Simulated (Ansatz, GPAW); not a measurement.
Given: the input of a run of GPAW 26.7.0 (ASE script) on TiAl. 

The input run.py:

```python
from ase.dft.bandgap import bandgap
from ase.io import read, write
from ase.units import GPa
from gpaw import GPAW, PW

atoms = read('POSCAR')

calc = GPAW(mode=PW(600),
            xc='RPBE',
            kpts={'size': (9, 9, 7), 'gamma': True},
            occupations={'name': 'methfessel-paxton', 'order': 0, 'width': 0.05},
            nbands=17,
            convergence={'density': 1e-05, 'energy': 1e-05},
            maxiter=150,
            txt='gpaw.txt')
atoms.calc = calc
energy = atoms.get_potential_energy()
forces = atoms.get_forces()
stress = atoms.get_stress()
calc.write('gs.gpw')
write('result.traj', atoms)
print(f'Energy: {energy:.6f} eV')
print('Forces (eV/A):')
print(forces.round(4))
print('Stress (GPa):', (stress / GPa).round(3))
print('Fermi level:', round(calc.get_fermi_level(), 4), 'eV')
print(f'Gap: {bandgap(calc)[0]:.4f} eV, direct: {bandgap(calc, direct=True)[0]:.4f} eV')
```

The input POSCAR:

```
TiAl
1.0
    2.8373000000      0.0000000000      0.0000000000
    0.0000000000      2.8373000000      0.0000000000
    0.0000000000      0.0000000000      4.0591000000
Ti Al
1 1
Direct
    0.0000000000      0.0000000000      0.0000000000
    0.5000000000      0.5000000000      0.5000000000
```

Potentials or basis: the program's PAW data sets (release 1.2.1) made for this functional, pw.

Launch:

```sh
$ OMP_NUM_THREADS=1 python run.py
```

Translate it to Ansatz 0.2.0. Potentials or basis there: Ansatz PAW, cutoff 420 eV.

As run (cutoffs and basis follow the program's own potentials, and thresholds, step limits or extra output files can differ):

input.yaml

```yaml
crystal:
  lattice:
    - [2.8373, 0.0, 0.0]
    - [0.0, 2.8373, 0.0]
    - [0.0, 0.0, 4.0591]
  atoms:
    - { symbol: Ti, position: [0.0, 0.0, 0.0] }
    - { symbol: Al, position: [0.5, 0.5, 0.5] }
hamiltonian:
  xc: rpbe
  pseudopotentials: { kind: paw }
kpoints:
  mp_grid: { grid: [9, 9, 7] }
scf:
  occupations: { method: gaussian, width: 0.05 }
output:
  forces: true
  stress: true
  eigenvalues: true
```

Potentials or basis: Ansatz PAW.

Launch:

```console
$ ansatz run input.yaml --threads 1 --pin off --max-ram 3584MiB --backend cpu --events-out ev --progress --plain --runs-dir out
```

Both were run:

|  | GPAW | Ansatz |
| --- | --- | --- |
| Pressure | 1.9 GPa | 2.0 GPa |

Ansatz's pressure holds a Pulay term of +0.05 GPa for its cutoff of 420 eV, which the other run lacks.

Ansatz's potentials were made for PBE.

Where Ansatz's input types no cutoff or centring, it takes its own default and a Γ-centred mesh.

Pressure is positive in compression.
